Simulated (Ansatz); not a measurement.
**Deforming Lu**

```
CELL_PARAMETERS angstrom
3.50990 0.00000 0.00000
-1.75495 3.03966 0.00000
0.00000 0.00000 5.56660
ATOMIC_POSITIONS crystal
Lu 0.33333 0.66667 0.25000
Lu 0.66667 0.33333 0.75000
```

Atoms are numbered in the order listed.

The cell is COD entry 1538083, as deposited and not checked against the literature; nothing was relaxed.

No spin–orbit coupling, which matters for the heavy atoms here.

The calculation used DFT, PBE, PAW with Ansatz's default frozen-core files, scalar-relativistic (Ansatz 0.2.0).

Sampling and basis: a Γ-centred 13×13×8 k mesh, Fermi–Dirac smearing of 0.03 eV, cutoff 420 eV, no spin polarisation.

The unchanged cell is at -0.90 GPa.

In a metal, stresses and small energies carry noise from the k mesh.

x, y and z are the Cartesian axes of the cell as listed; fractional coordinates follow a strain, and an engineering shear is twice the off-diagonal strain component.

Problem. With this change (xy engineering shear strain of -1 %), what becomes of the energy and stress and forces?

Solution. Energy change +0.3 meV/atom; stress change (xx, yy, zz, yz, xz, xy) 0.00, 0.01, 0.00, 0.00, 0.00, 0.32 GPa, compression positive; change of the force on Lu1 (0.013, 0.000, 0.000) eV/Å.

Problem. With this change (z strained by -2 % at fixed volume), what becomes of the energy and stress?

Solution. Energy change -0.7 meV/atom; stress change (xx, yy, zz, yz, xz, xy) -0.71, -0.71, 1.18, 0.00, 0.00, 0.00 GPa, compression positive.

With atom 2 (Lu) moved by (0.1155, 0.1155, 0.1155) Å: energy change +24.2 meV/atom; stress change (xx, yy, zz, yz, xz, xy) 0.35, -0.40, 0.70, 0.19, 0.23, 0.37 GPa, compression positive; change of the force on Lu2 (-0.188, -0.165, -0.487) eV/Å.

Problem. What force constant does this one finite step give for Lu2 along its displacement (all its periodic images move with it)?

Solution. k = −ΔF·u/|u|² = 2.43 eV/Å², so the force pulls the atom back.
